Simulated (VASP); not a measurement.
Runs of VASP 6.6.1 on HfO2. The structure is cubic, space group Fm-3m (No. 225). Conventional cell: a = 4.980 Å, b = 4.980 Å, c = 4.980 Å, α = 90.00°, β = 90.00°, γ = 90.00°. Around Hf (site symmetry m-3m) lie 8 O at 2.16 Å. O (site symmetry -43m) is surrounded by 4 Hf at 2.16 Å. Measurements of this composition are mostly on another form, of space group No. 14.

```csv
level,potentials or basis,k mesh,cutoff (eV),grid for exact exchange (PRECFOCK),screening parameter,gap on the mesh (eV),pressure (GPa),relaxed volume (Å³/atom)
LDA,"VASP PAW LDA potentials, release 64 (Hf_pv, O)",10 × 10 × 10,600,-,-,(b),0.0,10.29
r2SCAN,"VASP PAW PBE potentials, release 64 (Hf_pv, O)",10 × 10 × 10,600,-,-,4.36,0.0,-
PBEsol,"VASP PAW PBE potentials, release 64 (Hf_pv, O)",10 × 10 × 10,600,-,-,(a),0.0,10.53
HSE06,"VASP PAW PBE potentials, release 64 (Hf_pv, O)",6 × 6 × 6,520,Fast,0.2 1/A,5.45,0.0,10.57
```

Alike in all rows: task relaxation of cell and atoms; no spin polarisation; cell relaxed; smearing gaussian 0.03 eV.

**Question.** Fill in the values left out.

**Answer.** (a) 3.75; (b) 3.74.

Caveats: spin-orbit coupling is left out, which moves the levels of the heavy elements; the PAW data sets were made with another functional, which shifts forces and pressure a little (some runs); the relaxation stopped at its first step, so nothing moved (some runs).

A k mesh can miss the band edges, and the runs leave out spin-orbit coupling on Hf.
